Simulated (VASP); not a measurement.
A run of VASP 6.6.1 is set up as follows.

File INCAR:

```
SYSTEM = ZnS
  PREC = Accurate
  ENCUT = 600
  EDIFF = 1E-6
  ISMEAR = 0
  SIGMA = 0.03
  LREAL = .False.
  LASPH = .True.
  NELM = 80
  ALGO = Normal
  ISIF = 3
  LWAVE = .False.
  LCHARG = .False.
  METAGGA = R2SCAN
  LMIXTAU = .True.
  IBRION = 2
  NSW = 90
  EDIFFG = -0.01
```

KPOINTS

```
regular mesh
0
Gamma
  9 9 5
  0 0 0
```

POSCAR

```
ZnS
1.0
    3.8110000000      0.0000000000      0.0000000000
   -1.9055000000      3.3004228138      0.0000000000
    0.0000000000      0.0000000000      6.2340000000
Zn S
2 2
Direct
    0.3333333333      0.6666666667      0.0000000000
    0.6666666667      0.3333333333      0.5000000000
    0.3333333333      0.6666666667      0.3850000000
    0.6666666667      0.3333333333      0.8850000000
```

Potentials or basis: VASP PAW PBE potentials, release 64 (Zn, S).

Command:

```bash
$ cat potpaw_PBE.64/Zn/POTCAR potpaw_PBE.64/S/POTCAR > POTCAR
$ mpirun -np 1 vasp_std > vasp.out
```

**Question.** Predict the relaxed cell.

**Answer.** a = 3.807 Å, b = 3.807 Å, c = 6.246 Å, α = 90.00°, β = 90.00°, γ = 120.00°.

**Question.** What does it give for the relaxed volume?

**Answer.** 19.60 Å³/atom.

**Question.** Predict the space group after relaxing (to 0.05 Å).

**Answer.** P6_3mc (No. 186).

Final structure:
```yaml
crystal:
  lattice:
    - [3.80679, 0.00000, 0.00000]
    - [-1.90339, 3.29678, 0.00000]
    - [0.00000, 0.00000, 6.24562]
  atoms:
    - { symbol: Zn, position: [0.33333, 0.66667, 0.00536] }
    - { symbol: Zn, position: [0.66667, 0.33333, 0.50536] }
    - { symbol: S, position: [0.33333, 0.66667, 0.37964] }
    - { symbol: S, position: [0.66667, 0.33333, 0.87964] }
```

Caveat: the PAW data sets were made with another functional, which shifts forces and pressure a little.
